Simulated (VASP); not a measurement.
A run of VASP 6.6.1:

The input INCAR:

```
SYSTEM = ZnS
PREC = Accurate
ENCUT = 520
EDIFF = 1E-7
ISMEAR = 0
SIGMA = 0.013000000000000001
LREAL = .False.
LASPH = .True.
NELM = 80
ALGO = Fast
ISIF = 2
LWAVE = .False.
LCHARG = .False.
GGA = PE
NBANDS = 46
```

Contents of KPOINTS:

```
regular mesh
0
Gamma
  8 8 3
  0 0 0
```

The input POSCAR:

```
ZnS
1.0
    3.8227000000      0.0000000000      0.0000000000
   -1.9113500000      3.3105553110      0.0000000000
    0.0000000000      0.0000000000     12.5200000000
Zn S
4 4
Direct
    0.6666666667      0.3333333333      0.7500000000
    0.3333333333      0.6666666667      0.2500000000
    0.0000000000      0.0000000000      0.5000000000
    0.0000000000      0.0000000000      0.0000000000
    0.6666666667      0.3333333333      0.9375000000
    0.3333333333      0.6666666667      0.4375000000
    0.0000000000      0.0000000000      0.6875000000
    0.0000000000      0.0000000000      0.1875000000
```

Potentials or basis: VASP PAW PBE potentials, release 64 (Zn, S).

Run with:

```bash
$ cat potpaw_PBE.64/Zn/POTCAR potpaw_PBE.64/S/POTCAR > POTCAR
$ mpirun -np 1 vasp_std > vasp.out
```

Hardware: 1 thread of Intel(R) Xeon(R) Platinum 8488C (Sapphire Rapids), with other jobs on the host.

Q: How long does it take, and how much memory?

A: Run time: 2.5 min on 1 thread of Intel(R) Xeon(R) Platinum 8488C (Sapphire Rapids), on a shared host, peak memory 0.31 GiB. Counts: scf iterations 20, k points 20.
